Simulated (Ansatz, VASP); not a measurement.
## PbO: VASP beside Ansatz

```
CELL_PARAMETERS angstrom
3.87504 0.00000 0.00000
0.00000 3.87504 0.00000
0.00000 0.00000 5.27310
ATOMIC_POSITIONS crystal
Pb 0.00000 0.50000 0.23510
Pb 0.50000 0.00000 0.76490
O 0.00000 0.00000 0.00000
O 0.50000 0.50000 0.00000
```

Change from the starting cell: strain -0.025 along x and y, +0.050 along z, atoms carried along.

Alike in both runs: task single point; functional PBE; k mesh 8 × 8 × 6; occupations gaussian, width 0.05 eV; no spin polarisation.

```csv
,VASP,Ansatz
version,VASP 6.6.1,Ansatz 0.2.0
potentials or method,"VASP PAW PBE potentials, release 64 (Pb_d, O)","scalar-relativistic, plane waves, PAW"
plane-wave cutoff (eV),520,420
valence electrons in the cell,40,40
```

```csv
,VASP,Ansatz,Ansatz less VASP
gap on the k mesh at the Fermi level (eV),1.07,1.06,-0.008
least direct gap on the mesh (eV),2.11,2.11,0.000
pressure (GPa),5.8,5.7,-0.08
largest component of the traceless stress (GPa),3.14,3.14,0.000
rms of the force components (eV/Å),0.074,0.057,-0.0179
```

Atom by atom the forces differ by 0.018 eV/Å (rms over components). With one functional, cell and mesh, what is left measures potentials, basis and numerics.

Caveats: spin-orbit coupling is left out, which as a rule narrows the gap of such compounds by several tenths of an eV. A k mesh can miss the band edges.
